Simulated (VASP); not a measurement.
# Mo (Im-3m) in VASP: settings compared, part 2 of 2

VASP 6.6.1. The steps go on from the part before.

### Step 3. Relaxation of cell and atoms, PBEsol

File INCAR:

```
PREC = Accurate
ENCUT = 600
EDIFF = 1E-7
ISMEAR = -1
SIGMA = 0.05
LREAL = False
LASPH = True
NELM = 80
ALGO = Fast
ISIF = 3
LWAVE = False
LCHARG = False
GGA = PS
IBRION = 2
NSW = 40
EDIFFG = -0.01
```

File KPOINTS:

```
regular mesh
0
Gamma
  12 12 12
```

File POSCAR:

```
Mo
1.0
   -1.5838089719      1.5838089719      1.5838089719
    1.5838089719     -1.5838089719      1.5838089719
    1.5838089719      1.5838089719     -1.5838089719
Mo
1
Direct
    0.0000000000      0.0000000000      0.0000000000
```

Potentials or basis: VASP PAW PBE potentials, release 64 (Mo_sv).

On the command line:

```
$ cat potpaw_PBE.64/Mo_sv/POTCAR > POTCAR
$ mpirun -np 1 vasp_std > vasp.out
```

OUTCAR:

```text
PREC = Accurate
   ENCUT = 600
   EDIFF = 1E-7
   ISMEAR = -1
   LREAL = False
   LASPH = True
   NELM = 80
   ISIF = 3
   GGA = PS
   IBRION = 2
   NSW = 40
   EDIFFG = -0.01

 ion  position               nearest neighbor table
   1  0.000  0.000  0.000-

  LATTYP: Found a body centered cubic cell.
 ALAT       =     3.1676179438

  Lattice vectors:

 A1 = (  -1.5838089719,   1.5838089719,   1.5838089719)
 A2 = (   1.5838089719,  -1.5838089719,   1.5838089719)
 A3 = (   1.5838089719,   1.5838089719,  -1.5838089719)

Analysis of symmetry for initial positions (statically):
=====================================================================
 Subroutine PRICEL returns:
 Original cell was already a primitive cell.

 Routine SETGRP: Setting up the symmetry group for a
 body centered cubic supercell.

 Subroutine GETGRP returns: Found 48 space group operations
 (whereof 48 operations were pure point group operations)
 out of a pool of 48 trial point group operations.

The static configuration has the point symmetry O_h .

Analysis of symmetry for dynamics (positions and initial velocities):
=====================================================================
 Subroutine PRICEL returns:
 Original cell was already a primitive cell.

 Routine SETGRP: Setting up the symmetry group for a
 body centered cubic supercell.

 Subroutine GETGRP returns: Found 48 space group operations
 (whereof 48 operations were pure point group operations)
 out of a pool of 48 trial point group operations.

The dynamic configuration has the point symmetry O_h .

 Subroutine INISYM returns: Found 48 space group operations
 (whereof 48 operations are pure point group operations),
 and found     1 'primitive' translations

----------------------------------------------------------------------------------------

                                     Primitive cell

  volume of cell :      15.8916

  direct lattice vectors                    reciprocal lattice vectors
    -1.583808972  1.583808972  1.583808972     0.000000000  0.315694638  0.315694638
     1.583808972 -1.583808972  1.583808972     0.315694638  0.000000000  0.315694638
     1.583808972  1.583808972 -1.583808972     0.315694638  0.315694638  0.000000000

  length of vectors
     2.743237609  2.743237609  2.743237609     0.446459639  0.446459639  0.446459639

  position of ions in fractional coordinates (direct lattice)
     0.000000000  0.000000000  0.000000000

  ion indices of the primitive-cell ions
   primitive index   ion index
                 1           1

----------------------------------------------------------------------------------------

 KPOINTS: regular mesh

Automatic generation of k-mesh.
 Grid dimensions read from file:
 generate k-points for:   12   12   12

 Generating k-lattice:

  Cartesian coordinates                     Fractional coordinates (reciprocal lattice)
     0.000000000  0.026307886  0.026307886     0.083333333  0.000000000  0.000000000
     0.026307886  0.000000000  0.026307886     0.000000000  0.083333333  0.000000000
     0.026307886  0.026307886  0.000000000     0.000000000  0.000000000  0.083333333
[... 49 lines left out ...]
   ISTART =      0    job   : 0-new  1-cont  2-samecut
   ICHARG =      2    charge: 1-file 2-atom 10-const
   ISPIN  =      1    spin polarized calculation?
   LNONCOLLINEAR =      F non collinear calculations
   LSORBIT =      F    spin-orbit coupling
   LASPH  =      T    aspherical Exc in radial PAW
   ENCUT  =  600.0 eV  44.10 Ry    6.64 a.u.   5.48  5.48  5.48*2*pi/ulx,y,z
   NELM   =     80;   NELMIN=  2; NELMDL= -5     # of ELM steps
   EDIFF  = 0.1E-06   stopping-criterion for ELM
   LREAL  =      F    real-space projection
   EDIFFG = -.1E-01   stopping-criterion for IOM
   NSW    =     40    number of steps for IOM
   IBRION =      2    ionic relax: 0-MD 1-quasi-New 2-CG
   NFREE  =      1    steps in history (QN), initial steepest desc. (CG)
   ISIF   =      3    stress and relaxation
   ISYM   =      2    0-nonsym 1-usesym 2-fastsym
   POTIM  = 0.5000    time-step for ionic-motion
   TEBEG  =    0.0;   TEEND  =   0.0 temperature during run
   PSTRESS=    0.0 pullay stress
   NELECT =      14.0000    total number of electrons
   NUPDOWN=      -1.0000    fix difference up-down
   EMIN   =  10.00;   EMAX   =-10.00  energy-range for DOS
   EFERMI =   0.00;   METHOD = LEGACY
   ISMEAR =    -1;   SIGMA  =   0.05  broadening in eV -4-tet -1-fermi 0-gaus
   EFERMI_NEDOS =   21; number of points for ismear=-14 and -15
   IALGO  =     68    algorithm
   IMIX   =      4    mixing-type and parameters
     AMIX     =   0.40;   BMIX     =  1.00
     AMIX_MAG =   1.60;   BMIX_MAG =  1.00
  volume/ion in A,a.u.               =      15.89       107.24
  Fermi-wavevector in a.u.,A,eV,Ry     =   1.569380  2.965698 33.510508  2.462953
  Thomas-Fermi vector in A             =   2.671271
   LORBIT       =      0    0 simple, 1 ext, 2 COOP (PROOUT), +10 PAW based schemes
   GGA     = PS    functional components
   LHFCALC =     F    Hartree Fock is set to
   AEXX    =    0.0000 exact exchange contribution
   IVDW    =     0    specifies the selected vdW correction
   LEPSILON=     F    determine dielectric tensor
   LRPA    =     F    only Hartree local field effects (RPA)
 conjugate gradient relaxation of ions
 non-spin polarized calculation
 RMM-DIIS sequential band-by-band and
  energy-cutoff  :      600.00
  volume of cell :       15.89
 maximum number of plane-waves:       555
 NGX is ok and might be reduce to    24
   NGX = 11   NGY = 11   NGZ = 11

--------------------------------------- Ionic step        1  -------------------------------------------

 number of electron      14.0000002 magnetization

 Free energy of the ion-electron system (eV)
  ---------------------------------------------------
  ext. energy  EPLUGINS =         0.00000000
  ---------------------------------------------------
  free energy    TOTEN  =       -11.77905663 eV

  energy without entropy =      -11.77655087  energy(sigma->0) =      -11.77780375

------------------------ aborting loop because EDIFF is reached ----------------------------------------

  FORCE on cell =-STRESS in cart. coord.  units (eV):
  Direction    XX          YY          ZZ          XY          YZ          ZX
  --------------------------------------------------------------------------------------
  -------------------------------------------------------------------------------------
  Total       -0.9160135     -0.9160135     -0.9160135     -0.0000000     -0.0000000     -0.0000000
  in kB      -92.3515242    -92.3515242    -92.3515242     -0.0000000     -0.0000000     -0.0000000
  external PRESSURE =     -92.3515242 kB  Pullay stress =       0.0000000 kB
[... 92 lines left out ...]
--------------------------------------- Ionic step        4  -------------------------------------------

 number of electron      14.0000001 magnetization

 Free energy of the ion-electron system (eV)
  ---------------------------------------------------
  ext. energy  EPLUGINS =         0.00000000
  ---------------------------------------------------
  free energy    TOTEN  =       -11.79534942 eV

  energy without entropy =      -11.79307042  energy(sigma->0) =      -11.79420992

 E-fermi :  12.7021     XC(G=0): -13.6325

 val. band max:       12.6259384844   @ k =  -0.1667   0.2500   0.0833
 cond. band min:      12.7185244677   @ k =   0.5000   0.5000   0.0833
 fundamental gap:      0.0925859833
 Fermi energy:        12.7020559795

 k-point     1 :       0.0000    0.0000    0.0000
  band No.  band energies     occupation
      1     -48.4340      2.00000
      2     -21.6779      2.00000
      3     -21.6779      2.00000
      4     -21.6779      2.00000
      5       5.4176      2.00000
      6      11.3608      2.00000
      7      11.3608      2.00000
      8      11.3608      2.00000
      9      14.4426      0.00000
     10      14.4426      0.00000
     11      27.5980      0.00000
[... 309 lines left out ...]
 k-point    24 :       0.4167    0.0833    0.0833
  band No.  band energies     occupation
      1     -48.1408      2.00000
      2     -23.0750      2.00000
      3     -22.2247      2.00000
      4     -21.7917      2.00000
      5       7.8947      2.00000
      6       9.2613      2.00000
      7      13.1200      0.00047
      8      14.6572      0.00000
      9      15.1645      0.00000
     10      19.3100      0.00000
     11      24.0581      0.00000

 [... further k-points ...]

------------------------ aborting loop because EDIFF is reached ----------------------------------------

  FORCE on cell =-STRESS in cart. coord.  units (eV):
  Direction    XX          YY          ZZ          XY          YZ          ZX
  --------------------------------------------------------------------------------------
  -------------------------------------------------------------------------------------
  Total       -0.0041158     -0.0041158     -0.0041158      0.0000000     -0.0000000      0.0000000
  in kB       -0.4296815     -0.4296815     -0.4296815      0.0000000     -0.0000000      0.0000000
  external PRESSURE =      -0.4296815 kB  Pullay stress =       0.0000000 kB
[... 16 lines left out ...]
  FREE ENERGIE OF THE ION-ELECTRON SYSTEM (eV)
  ---------------------------------------------------
  free  energy   TOTEN  =       -11.7953494240 eV

  energy  without entropy=      -11.7930704166  energy(sigma->0) =      -11.79420992

 reached required accuracy - stopping structural energy minimisation
```

OSZICAR:

```text
N       E                     dE             d eps       ncg     rms          rms(c)
DAV:   1     0.994061970968E+02    0.99406E+02   -0.89345E+03  1592   0.145E+03
DAV:   2    -0.109583662825E+02   -0.11036E+03   -0.10671E+03  1728   0.364E+02
DAV:   3    -0.125522764224E+02   -0.15939E+01   -0.15806E+01  1830   0.427E+01
[... 41 lines left out ...]
RMM:   2    -0.117953653151E+02    0.27759E-03   -0.54329E-04  1584   0.260E-01    0.378E-02
RMM:   3    -0.117953448665E+02    0.20449E-04   -0.14361E-04  1584   0.129E-01    0.367E-02
RMM:   4    -0.117953506978E+02   -0.58313E-05   -0.10689E-05  1584   0.401E-02    0.200E-02
RMM:   5    -0.117953494231E+02    0.12747E-05   -0.50886E-06  1584   0.287E-02    0.821E-04
RMM:   6    -0.117953494240E+02   -0.87925E-09   -0.66251E-07  1400   0.108E-02
   4 F= -.11795349E+02 E0= -.11794210E+02  d E =-.162928E-01
```

CONTCAR:

```text
Mo
   1.00000000000000
    -1.5655024501644350    1.5655024501644350    1.5655024501644350
     1.5655024501644350   -1.5655024501644350    1.5655024501644350
     1.5655024501644350    1.5655024501644350   -1.5655024501644350
  Mo
     1
Direct
     0.0000000000000000    1.0000000000000000    1.0000000000000000

  0.00000000E+00  0.00000000E+00  0.00000000E+00
```

Wall time 48 s (1 thread of AMD EPYC 7R13 (Zen 3), shared host); peak memory 0.13 GiB.

What came out:

```
Free energy                            : -11.7953 eV
Relaxed volume                         : 15.35 Å³/atom
Relaxed cell                           : a = 2.712 Å, b = 2.712 Å, c = 2.712 Å, α = 109.47°, β = 109.47°, γ = 109.47°
Space group after relaxing (to 0.05 Å) : Im-3m (No. 229)
Energy gained by relaxing              : 16.3 meV/atom
Ionic steps                            : 4
Pressure after relaxing                : 0.0 GPa
Band gap on the k mesh                 : none (metal or under the smearing width)
```

The path:
| step | energy change (eV) | largest force (eV/Å) | pressure (GPa) | volume (Å³) |
| --- | --- | --- | --- | --- |
| 1 | 0.0000 | 0.0000 | -9.24 | 15.89 |
| 2 | 0.1322 | 0.0000 | 35.36 | 13.88 |
| 3 | -0.0163 | 0.0000 | -0.42 | 15.37 |
| 4 | -0.0163 | 0.0000 | -0.04 | 15.35 |

Final structure:
```
Mo
1.0
    -1.56550    1.56550    1.56550
     1.56550   -1.56550    1.56550
     1.56550    1.56550   -1.56550
Mo
1
Direct
  0.00000 0.00000 0.00000
```

Caveat: the PAW data sets were made with another functional, which shifts forces and pressure a little.

### Step 4. For comparison

An earlier run on the cell as given: functional PBE; potentials or basis VASP PAW PBE potentials, release 64 (Mo_sv); cutoff 520 eV; k mesh 12 × 12 × 12; occupations fermi-dirac, width 0.05 eV; no spin polarisation.

* Pressure: -1.4 GPa
* Band gap on the k mesh: none (metal or under the smearing width)

### Step 5. The runs side by side

```tsv
task	level	cell	cutoff (eV)	gap on the mesh (eV)	pressure (GPa)	relaxed volume (Å³/atom)
relaxation of cell and atoms	PBE	relaxed	600	none	0.0	15.80
relaxation of cell and atoms	PBEsol	relaxed	600	none	0.0	15.35
single point	PBE	as given	520	none	-1.4	-
```

Alike in all rows: potentials or basis VASP PAW PBE potentials, release 64 (Mo_sv); no spin polarisation; k mesh 12 × 12 × 12; smearing fermi-dirac 0.05 eV.

Caveats: the PAW data sets were made with another functional, which shifts forces and pressure a little (some runs).

Absolute energies hang on the potentials; compare differences alone.
